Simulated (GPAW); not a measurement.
The system is Mo.

```
Mo
1.0
     0.15753    2.01904    1.91183
     2.12473   -0.02640    2.09576
     2.02995    2.10820    0.06838
Mo
1
Cartesian
  0.0000 0.0000 0.0000
```

The cell isn't the ideal one: cell sheared at random, sigma 0.06, atoms nudged by 0.01 Å.

- Program: GPAW 26.7.0
- Task: relaxation of cell and atoms
- Functional: SOGGA
- Potentials or basis: PAW data sets generated in the run's folder for this functional
- Cutoff: 600 eV
- Basis: pw
- k mesh: 10 × 9 × 10
- Occupations: fermi-dirac, width 0.05 eV
- Spin: no spin polarisation

At the start: pressure -9.4 GPa; volume 16.27 Å³/atom.

**Question.** How do energy, volume and symmetry change on relaxing?

**Answer.** Over 17 steps the energy falls by 409.5 meV/atom and the volume is 15.26 Å³/atom (-6.2 %); space group Im-3m (No. 229, to 0.05 Å).

Step by step:
```
step  energy change (eV)  largest force (eV/Å)  pressure (GPa)  volume (Å³)
   1              0.0000                0.0000           -9.42        16.27
   2             -0.0272                0.0000            0.28        15.61
   3             -0.0356                0.0000            1.68        15.52
   4             -0.0690                0.0000            4.28        15.33
   5             -0.1189                0.0000            5.18        15.30
   6              0.4877                0.0000           25.06        15.22
   7             -0.1376                0.0000            1.38        15.53
   8             -0.1465                0.0000            1.14        15.54
   9             -0.2156                0.0000            1.87        15.47
  10             -0.2620                0.0000            1.15        15.44
  11             -0.3115                0.0000            0.49        15.39
  12             -0.3682                0.0000           -1.10        15.39
  13             -0.4024                0.0000           -0.05        15.27
  14             -0.4076                0.0000           -0.77        15.31
  15             -0.4088                0.0000           -0.35        15.29
  16             -0.4095                0.0000            0.23        15.25
  17             -0.4095                0.0000            0.10        15.26
```

Final structure:
```
CELL_PARAMETERS angstrom
0.05768 2.19050 1.57440
2.25635 -0.03285 1.51923
2.22454 2.18970 -0.03142
ATOMIC_POSITIONS crystal
Mo 0.00000 0.00000 0.00000
```

Caveat: later steps reuse the first step's grids.
